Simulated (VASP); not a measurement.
Input of a VASP 6.6.1 run:

The input POSCAR:

```
Li16H
1.0
    6.9800000000      0.0000000000      0.0000000000
    0.0000000000      6.9800000000      0.0000000000
    0.0000000000      0.0000000000      6.9800000000
Li H
16 1
Direct
   -0.0038968481      0.0272492837      0.0060601719
    0.5164326648     -0.0189111748     -0.0064183381
   -0.0009885387      0.4848567335     -0.0129799427
    0.0031661891     -0.0021919771      0.5039541547
    0.2517478510      0.2550143266      0.2474498567
    0.4906590258      0.4820773639     -0.0093266476
    0.4959598854      0.0031232092      0.4936819484
    0.7522492837      0.2517191977      0.2406017192
    0.0036532951      0.5003295129      0.5014899713
    0.2372636103      0.7636962751      0.2565472779
    0.2470343840      0.2336962751      0.7638681948
    0.4965186246      0.4959455587      0.5182521490
    0.7590687679      0.7550859599      0.2410171920
    0.7492263610      0.2383667622      0.7486962751
    0.2433237822      0.7638538682      0.7622922636
    0.7616905444      0.7639541547      0.7545272206
    0.0041690544      0.1366045845      0.7474355301
```

Contents of INCAR.step1:

```
SYSTEM = Li16H
PREC = Accurate
ENCUT = 520
ISMEAR = -1
SIGMA = 0.05
LREAL = Auto
LASPH = .True.
NELM = 60
NBANDS = 38
GGA = PE
ALGO = Normal
EDIFF = 1E-4
LWAVE = .True.
LCHARG = .False.
```

Contents of INCAR.step2:

```
SYSTEM = Li16H
PREC = Accurate
ENCUT = 520
EDIFF = 1E-6
ISMEAR = -1
SIGMA = 0.05
LREAL = Auto
LASPH = .True.
NELM = 60
ALGO = Normal
ISIF = 2
LWAVE = .False.
LCHARG = .True.
METAGGA = R2SCAN
LMIXTAU = .True.
LELF = .True.
LVHAR = .True.
NBANDS = 38
ISTART = 1
```

Contents of KPOINTS:

```
Automatic mesh
0
Gamma
  2 2 2
  0 0 0
```

Potentials or basis: VASP PAW PBE potentials, release 64 (Li_sv, H).

Run with:

```console
$ cat potpaw_PBE.64/Li_sv/POTCAR potpaw_PBE.64/H/POTCAR > POTCAR
$ cp INCAR.step1 INCAR
$ mpirun -np 1 vasp_std > vasp.out
$ cp INCAR.step2 INCAR
$ mpirun -np 1 vasp_std > vasp.out
```

Task: Predict the largest force.

Result: 0.338 eV/Å.

Task: What does it give for the band gap on the k mesh?

Result: None (metal or under the smearing width).

Forces in eV/Å, atoms in the order of the input:
```
Li   0.046  0.022 -0.285
Li  -0.175  0.132  0.131
Li  -0.011  0.176 -0.053
Li  -0.010  0.255  0.222
Li   0.077 -0.069 -0.018
Li   0.078  0.099  0.036
Li   0.034  0.000  0.038
Li  -0.087 -0.021  0.116
Li   0.015 -0.093  0.104
Li   0.028 -0.094 -0.196
Li  -0.089 -0.052 -0.131
Li  -0.007  0.124 -0.026
Li   0.002 -0.113  0.013
Li   0.185 -0.087 -0.018
Li  -0.011 -0.069  0.038
Li   0.052 -0.124 -0.027
H   -0.127 -0.085  0.055
```

Caveat: the k mesh is coarse (spacing up to 0.45 Å⁻¹), so the values aren't converged; the PAW data sets were made with another functional, which shifts forces and pressure a little.
